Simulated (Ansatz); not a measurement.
# BAs: the cost of one run

Method: DFT PBE, scalar-relativistic, plane waves, PAW, in Ansatz 0.2.0.

## 1. The structure to begin with

Symmetry: Cmme, No. 67, orthorhombic system. Conventional cell: a = 5.830 Å, b = 5.830 Å, c = 4.122 Å, α = 90.00°, β = 90.00°, γ = 90.00°. B (site symmetry 2/m) has 2 As at 1.79 Å as nearest neighbours. As (site symmetry mm2) is surrounded by 2 B at 1.79 Å.

Structure file:

```xyz
4
Lattice="2.9149 -2.9149 0.0000 2.9149 2.9149 0.0000 0.0000 0.0000 4.1223" Properties=species:S:1:pos:R:3 pbc="T T T"
B     2.9149    0.0000    0.0000
B     0.0000    0.0000    0.0000
As    2.9149   -1.4575    3.0917
As    2.9149    1.4575    1.0306
```

Recipe of the guess: ordered vacancies on the cation sites of cuprite (Cmme, No. 67). The dimensions are guesses.

## 2. The guess as it stands, on a coarse mesh

File input.yaml:

```yaml
crystal:
  lattice:
    - [2.91491694, -2.91491694, 0.0]
    - [2.91491694, 2.91491694, 0.0]
    - [0.0, 0.0, 4.12231507]
  atoms:
    - { symbol: B, position: [0.5, 0.5, 0.0] }
    - { symbol: B, position: [0.0, 0.0, 0.0] }
    - { symbol: As, position: [0.75, 0.25, 0.75] }
    - { symbol: As, position: [0.25, 0.75, 0.25] }
basis:
  ecutwfc: 420
kpoints:
  mp_grid: { grid: [4, 4, 4] }
hamiltonian:
  xc: pbe
scf:
  occupations: { method: gaussian, width: 0.1 }
  lower_state_search: "off"
output:
  forces: true
  stress: true
  eigenvalues: true
```

Started as:

```
ansatz run input.yaml --threads 1 --pin off --max-ram 2048MiB --backend cpu --events-out ev --progress --plain --runs-dir out
```

**Question.** How long does this run take on 1 thread of Intel Xeon Platinum 8375C at 2.90GHz (Ice Lake), shared host, and how much memory does it need?

About 1.6 s, with a peak of 0.37 GiB.
